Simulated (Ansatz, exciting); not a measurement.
This is a calculation of Tc for Ansatz 0.2.0. Atoms were shifted at random by some hundredths of an Å from the given cell, which wasn't relaxed again for these runs. 

input.yaml

```yaml
crystal:
  lattice:
    - [2.74, 0.0, 0.0]
    - [-1.37, 2.3729096064, 0.0]
    - [0.0, 0.0, 4.398]
  atoms:
    - { symbol: Tc, position: [0.649949, 0.330085, 0.745065] }
    - { symbol: Tc, position: [0.341189, 0.665731, 0.261521] }
hamiltonian:
  xc: pbesol
  pseudopotentials: { kind: paw }
kpoints:
  mp_grid: { grid: [11, 11, 6] }
scf:
  occupations: { method: fermi_dirac, width: 0.05 }
output:
  forces: true
  stress: true
  eigenvalues: true
```

Potentials or basis: Ansatz PAW earlier set.

Command:

```sh
$ ansatz run input.yaml --threads 1 --pin off --max-ram 3584MiB --backend cpu --events-out ev --progress --plain --runs-dir out
```

Problem. Set up the same calculation for exciting (release sodium). Potentials or basis there: all-electron LAPW+lo, shipped species files, valence relativity iora*.

Solution. As run (cutoffs and basis follow the program's own potentials, and thresholds, step limits or extra output files can differ):

The input input.xml:

```xml
<input>
  <title>Tc</title>
  <structure speciespath="./" tshift="false">
    <crystal scale="1">
      <basevect>5.177849581475 0.000000000000 0.000000000000</basevect>
      <basevect>-2.588924790737 4.484149274590 0.000000000000</basevect>
      <basevect>0.000000000000 0.000000000000 8.311015496104</basevect>
    </crystal>
    <species speciesfile="Tc.xml" rmt="2.3">
      <atom coord="0.649949000000 0.330085000000 0.745065000000"/>
      <atom coord="0.341189000000 0.665731000000 0.261521000000"/>
    </species>
  </structure>
  <groundstate do="fromscratch" ngridk="11 11 6" rgkmax="9" gmaxvr="14" lmaxapw="10" lmaxmat="10" lmaxvr="8" xctype="GGA_PBE_SOL" stype="Fermi Dirac" swidth="0.00183747" nempty="18" ValenceRelativity="iora*" epsengy="1e-05" epspot="1e-05" maxscl="60" tforce="true" outputlevel="normal"/>
</input>
```

Potentials or basis: all-electron LAPW+lo, shipped species files, valence relativity iora*.

Command:

```bash
$ OMP_NUM_THREADS=1 exciting_smp
```

Both were run:

|  | Ansatz | exciting |
| --- | --- | --- |
| Largest force | 0.224 eV/Å | 0.238 eV/Å |
| Energy over the undisturbed cell | 4.1 meV/atom | 4.3 meV/atom |

Ansatz's potentials were made for PBE.

Where Ansatz's input types no cutoff or centring, it takes its own default and a Γ-centred mesh.
